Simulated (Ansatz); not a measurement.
## Re, omega (AlB2-type): how the functional moves the structure

All rows: Ansatz, plane waves with scalar-relativistic PAW, 420 eV (500 eV for the SCAN forms), relaxed under each functional, no dispersion correction, no zero-point motion. B₀ comes from uniform scaling at fixed shape; a dash is a value not given.

| functional | V (Å³/atom) | cell | B₀ (GPa) | magnetic state | ΔE to hcp (meV/atom) |
| --- | --- | --- | --- | --- | --- |
| PBE | 15.20 | a = 4.380 Å, c = 2.744 Å (c/a = 0.627) | 347 | spin not included | 176 |
| r²SCAN | 14.93 | a = 4.355 Å, c = 2.727 Å (c/a = 0.626) | 370 | spin not included | 174 |
| PBEsol | 14.79 | a = 4.341 Å, c = 2.718 Å (c/a = 0.626) | 373 | spin not included | 186 |
| LDA | 14.56 | a = 4.319 Å, c = 2.704 Å (c/a = 0.626) | 387 | spin not included | 186 |
| revPBE | 15.32 | a = 4.391 Å, c = 2.752 Å (c/a = 0.627) | 339 | spin not included | 174 |
| RPBE | 15.37 | a = 4.396 Å, c = 2.755 Å (c/a = 0.627) | 336 | spin not included | 173 |
| BLYP | 15.81 | a = 4.432 Å, c = 2.787 Å (c/a = 0.629) | 309 | spin not included | 145 |

LDA gives the smallest volume and BLYP the largest.
